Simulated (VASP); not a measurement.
# Ca7F16 (a cell with a defect): single point with PBE

The system is Ca7F16 (a cell with a defect).

```
Ca F
1.0
     0.00000    5.51605    5.51605
     5.51605    0.00000    5.51605
     5.51605    5.51605    0.00000
Ca F
7 16
Cartesian
  2.7580 2.7580 0.0000
  2.7580 0.0000 2.7580
  5.5161 2.7580 2.7580
  0.0000 2.7580 2.7580
  2.7580 5.5161 2.7580
  2.7580 2.7580 5.5161
  5.5161 5.5161 5.5161
  4.1810 4.1810 4.1810
  6.8511 6.8511 4.1810
  6.8511 4.1810 6.8511
  9.5184 7.0298 7.0298
  4.1810 6.8511 6.8511
  7.0298 9.5184 7.0298
  7.0298 7.0298 9.5184
  9.5184 9.5184 9.5184
  1.5137 1.5137 1.5137
  4.0023 4.0023 1.5137
  4.0023 1.5137 4.0023
  6.8511 4.1810 4.1810
  1.5137 4.0023 4.0023
  4.1810 6.8511 4.1810
  4.1810 4.1810 6.8511
  6.8511 6.8511 6.8511
```

The cell isn't the ideal one: Ca vacancy, charge -2, ions relaxed.

```yaml
Program: VASP 6.6.1
Task: single point
Functional: PBE
Potentials_or_basis: VASP PAW PBE potentials, release 64 (Ca_sv, F)
Cutoff: 520 eV
k_mesh: 3 × 3 × 3
Occupations: fermi-dirac, width 0.01 eV
Spin: no spin polarisation
```

* Largest force: 0.007 eV/Å
* Band gap on the k mesh: 6.94 eV, direct

Forces on the atoms (eV/Å):
```
Ca   0.000  0.000  0.000
Ca   0.000  0.000  0.000
Ca   0.000  0.000  0.000
Ca   0.000  0.000  0.000
Ca   0.000  0.000  0.000
Ca   0.000  0.000  0.000
Ca   0.000  0.000  0.000
F   -0.004 -0.004 -0.004
F    0.004  0.004 -0.004
F    0.004 -0.004  0.004
F   -0.003  0.003  0.003
F   -0.004  0.004  0.004
F    0.003 -0.003  0.003
F    0.003  0.003 -0.003
F   -0.003 -0.003 -0.003
F    0.003  0.003  0.003
F   -0.003 -0.003  0.003
F   -0.003  0.003 -0.003
F    0.004 -0.004 -0.004
F    0.003 -0.003 -0.003
F   -0.004  0.004 -0.004
F   -0.004 -0.004  0.004
F    0.004  0.004  0.004
```

Levels at points of the mesh, in eV from the valence-band top:
```tsv
k point	band 89	band 90	band 91	band 92	band 93	band 94	band 95	band 96
(0.00, 0.00, 0.00)	-0.25	-0.19	-0.19	0.00	6.94	7.82	7.82	8.29
```

Wall time 9.7 min on 1 thread of Intel(R) Xeon(R) 6975P-C (Granite Rapids), with other jobs on the host, peak memory 0.5 GiB.

Caveat: the cell carries a net charge on a neutralising background, which shifts energy and pressure; the cell is charged against a uniform background, so pressure and absolute levels hang on convention.
